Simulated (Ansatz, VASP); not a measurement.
Two plane-wave programs on SnTe

File INCAR:

```
  ALGO = Normal
  EDIFF = 1E-7
  ENCUT = 520
  GGA = PS
  ISIF = 2
  ISMEAR = -1
  LASPH = T
  LCHARG = F
  LREAL = F
  LWAVE = F
  NBANDS = 17
  NELM = 100
  PREC = Accurate
  SIGMA = 0.05
```

Contents of KPOINTS:

```
k-points
0
Gamma
  7 7 7
```

Contents of POSCAR:

```
SnTe
1.0
    0.0000000000      3.6819707652      3.6819707652
    3.6819707652      0.0000000000      3.6819707652
    3.6819707652      3.6819707652      0.0000000000
Te Sn
1 1
Direct
    0.2500000000      0.2500000000      0.2500000000
    0.0000000000      0.0000000000      0.0000000000
```

File input.yaml:

```yaml
crystal:
  lattice:
    - [0.0, 3.6819707652, 3.6819707652]
    - [3.6819707652, 0.0, 3.6819707652]
    - [3.6819707652, 3.6819707652, 0.0]
  atoms:
    - { symbol: Te, position: [0.25, 0.25, 0.25] }
    - { symbol: Sn, position: [0.0, 0.0, 0.0] }
hamiltonian:
  xc: pbesol
  pseudopotentials: { kind: paw }
kpoints:
  mp_grid: { grid: [7, 7, 7] }
scf:
  occupations: { method: fermi_dirac, width: 0.05 }
output:
  forces: true
  stress: true
  eigenvalues: true
  write_density: true
  write_potential: true
  elf: true
  volumetric_format: npy
```

Change from the starting cell: volume scaled by 1.06.

Alike in both runs: task single point; functional PBEsol; k mesh 7 × 7 × 7; occupations fermi-dirac, width 0.05 eV; no spin polarisation.

|  | VASP | Ansatz |
| --- | --- | --- |
| version | VASP 6.6.1 | Ansatz 0.2.0 |
| potentials or method | VASP PAW PBE potentials, release 64 (Te, Sn_d) | Ansatz PAW |
| plane-wave cutoff (eV) | 520 | 420 |
| valence electrons in the cell | 20 | 30 |

```csv
,VASP,Ansatz,Ansatz less VASP
gap on the k mesh at the Fermi level (eV),0.41,0.41,+0.003
least direct gap on the mesh (eV),0.85,0.85,+0.002
pressure (GPa),-2.5,-2.5,0.00
```

The two sets of potentials don't hold the same shells in valence.

Caveats: spin-orbit coupling is left out, which moves the levels of the heavy elements; the PAW data sets were made with another functional, which shifts forces and pressure a little (VASP); an odd mesh through Γ misses points on the zone boundary, where band edges often lie (VASP); odd divisions of the mesh miss points on the zone boundary, where band edges often lie, so the gap on the mesh can be too wide (Ansatz); the PAW data sets come from PBE, with cores solved anew for the run's functional, which leaves a small shift of forces and pressure (Ansatz).
